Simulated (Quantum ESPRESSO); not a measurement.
Runs of Quantum ESPRESSO 7.5 on Te2Mo. Symmetry: P6_3/mmc, No. 194, hexagonal system. Conventional cell: a = 3.518 Å, b = 3.518 Å, c = 13.974 Å, α = 90.00°, β = 90.00°, γ = 120.00°. Te (site symmetry 3m) has 3 Mo at 2.72 Å as nearest neighbours. Mo (site symmetry -6m2) is surrounded by 6 Te at 2.72 Å. 

```tsv
task	level	potentials or basis	k mesh	cutoff (eV)	form of the LDA correlation	gap on the mesh (eV)	pressure (GPa)	V0 of scaled cells (Å³/atom)	B0 (GPa)	largest force (eV/Å)
single point	PBE	SSSP 1.3 efficiency PBE	9 × 9 × 2	816	-	0.73	3.8	-	-	0.30
band structure	PBEsol	GBRV 1.5 PBEsol	9 × 9 × 2	612	-	0.70	(d)	-	-	0.04
equation of state	PBE	SG15 PBE 1.2	8 × 8 × 2	952	-	-	-	25.80	93	-
equation of state	PBE	SSSP 1.3 efficiency PBE	9 × 9 × 2	816	-	-	-	25.91	94	-
band structure	LDA	GBRV 1.5 LDA	9 × 9 × 2	612	PZ81	0.70	(a)	-	-	0.14
equation of state	PBEsol	GBRV 1.5 PBEsol	9 × 9 × 2	612	-	-	-	24.93	(b)	-
band structure	BP86	PseudoDojo 0.4.1 SR PBE standard	9 × 9 × 2	1088	-	0.77	(c)	-	-	0.25
equation of state	LDA	GBRV 1.5 LDA	9 × 9 × 2	612	PZ81	-	-	24.51	111	-
```

Alike in all rows: no spin polarisation; cell as given; smearing fermi-dirac 0.05 eV.

Estimate the missing entries.

(a) -2.1; (b) 105; (c) 4.4; (d) -0.3.

Caveats: this functional lacks dispersion, which binds the layers, so the pressure and a relaxed spacing across them are unreliable (some runs); spin-orbit coupling is left out, which moves the levels of the heavy elements (some runs); the cell was scaled at fixed shape and fractional positions, which overstates the stiffness of a crystal with free parameters, most of all of layers and chains (some runs); an odd mesh through Γ misses points on the zone boundary, where band edges often lie (some runs); the potentials were made for another functional, which shifts forces and pressure (some runs).

A k mesh can miss the band edges, and the runs leave out spin-orbit coupling on Mo, Te.

Not every run made on this cell is shown here.
